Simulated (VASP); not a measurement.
Crystal: NiO2.

```
CELL_PARAMETERS angstrom
2.79878 0.00000 0.00000
-1.39939 2.42382 0.00000
0.00000 0.00000 4.61827
ATOMIC_POSITIONS crystal
Ni 0.00000 0.00000 0.50000
O 0.33333 0.66667 0.29396
O 0.66667 0.33333 0.70604
```

The cell comes from a database or a generator and needn't be the stable form of this composition.

Base run:

```yaml
Program: VASP 6.6.1
Functional: BLYP
Potentials_or_basis: VASP PAW PBE potentials, release 64 (Ni, O)
Cutoff: 520 eV
k_mesh: 8 × 8 × 5
Occupations: fermi-dirac, width 0.05 eV
Spin: collinear spin, ferromagnetic start
Starting_moments: "[1.0, 0.0, 0.0] μB"
```

Its results: band gap on the k mesh 1.05 eV, indirect (least direct gap 1.27 eV); net moment 0.00 μB per cell.

Task: The run is repeated on the same cell with these changes: functional from BLYP to AM05. What comes out?

Result: Band gap on the k mesh 0.92 eV, indirect (least direct gap 1.15 eV); net moment 0.00 μB per cell.

A k mesh can miss the band edges.
